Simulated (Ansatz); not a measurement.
A plane-wave DFT run in Ansatz 0.2.0 (scalar-relativistic PAW potentials unless the input names others): input and command.

```yaml
crystal:
  lattice:
    - [-2.1916688356, 2.1916688356, 2.1916688356]
    - [2.1916688356, -2.1916688356, 2.1916688356]
    - [2.1916688356, 2.1916688356, -2.1916688356]
  atoms:
    - { symbol: Ca, position: [0.0, 0.0, 0.0] }
basis:
  ecutwfc: 420
kpoints:
  mp_grid: { grid: [14, 14, 14] }
hamiltonian:
  xc: PBE-sol
scf:
  occupations: { method: gaussian, width: 0.1 }
  max_iter: 50
output:
  forces: true
  eigenvalues: true
  stress: true
```

```bash
ansatz run input.yaml --threads 1 --pin off --max-ram 2560MiB --backend cpu --events-out ev --progress --plain --runs-dir out
```

Task: What is wrong with this input?

Result: The program refuses it, because of an unknown functional (hamiltonian.xc: "pbe" → "PBE-sol"; the functional meant is spelt pbesol). With the sound run's settings it is accepted.

Abridged log:
```
Error: YAML parse error: error: line 13 column 7: hamiltonian.xc: unknown variant `PBE-sol`, expected one of `lda`, `lda-pw`, `pw92`, `pbe`, `pbesol`, `rpbe`, `revpbe`, `blyp`, `pbe0`, `revpbe0`, `b3lyp`, `b3lyp5`, `hse06`, `wpbeh`, `hiss`, `lc_wpbe`, `cam_b3lyp`, `hf`, `r2scan`, `r2scanh`, `r2scan0`, `r2scan50`, `mr2scan`
  --> <input>:13:7
   |
11 |   mp_grid: { grid: [14, 14, 14] }
12 | hamiltonian:
13 |   xc: PBE-sol
   |       ^ hamiltonian.xc: unknown variant `PBE-sol`, expected one of `lda`, `lda-pw`, `pw92`, `pbe`, `pbesol`, `rpbe`, `revpbe`, `blyp`, `pbe0`, `revpbe0`, `b3lyp`, `b3lyp5`, `hse06`, `wpbeh`, `hiss`, `lc_wpbe`, `cam_b3lyp`, `hf`, `r2scan`, `r2scanh`, `r2scan0`, `r2scan50`, `mr2scan`
14 | scf:
15 |   occupations: { method: gaussian, width: 0.1 }
   |
```